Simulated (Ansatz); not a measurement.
# Cd in Ansatz: convergence with ecutfock ratio

Input of the first run (ecutfock ratio 1); the others differ in this setting and in those tied to it:

The input input.yaml:

```yaml
crystal:
  lattice:
    - [2.97887, 0.0, 0.0]
    - [-1.489435, 2.5797770946, 0.0]
    - [0.0, 0.0, 5.61765]
  atoms:
    - { symbol: Cd, position: [0.6666666667, 0.3333333333, 0.75] }
    - { symbol: Cd, position: [0.3333333333, 0.6666666667, 0.25] }
hamiltonian:
  xc: pbe0
  pseudopotentials: { kind: paw }
kpoints:
  mp_grid: { grid: [5, 5, 3] }
scf:
  occupations: { method: fermi_dirac, width: 0.1 }
  exx: { ecutfock_ratio: 1 }
output:
  forces: true
  stress: true
  eigenvalues: true
```

Potentials or basis: Ansatz PAW.

Launch:

```sh
$ ansatz run input.yaml --threads 2 --pin off --max-ram 5632MiB --backend cpu --events-out ev --progress --plain --runs-dir out
```

Hardware: 2 threads of Intel(R) Xeon(R) Processor @ 2.50GHz (Skylake/Cascade Lake), with other jobs on the host.

```tsv
ecutfock ratio	energy less the tightest run, at zero smearing (meV/atom)	SCF cycles	CPU time (s)	peak memory (GiB)
1	92.40	15	29	0.59
2	0.08	15	30	0.63
3	0.00	15	35	0.66
4	0.00	15	37	0.66
```

Against the tightest run, the energy stays within 1 meV/atom from 2 on. The tightest run that finished is the yardstick and may itself not be fully converged.

Caveat, for the tightest run too: the k mesh is coarse (spacing up to 0.49 Å⁻¹), so the values aren't converged, least of all with exact exchange.
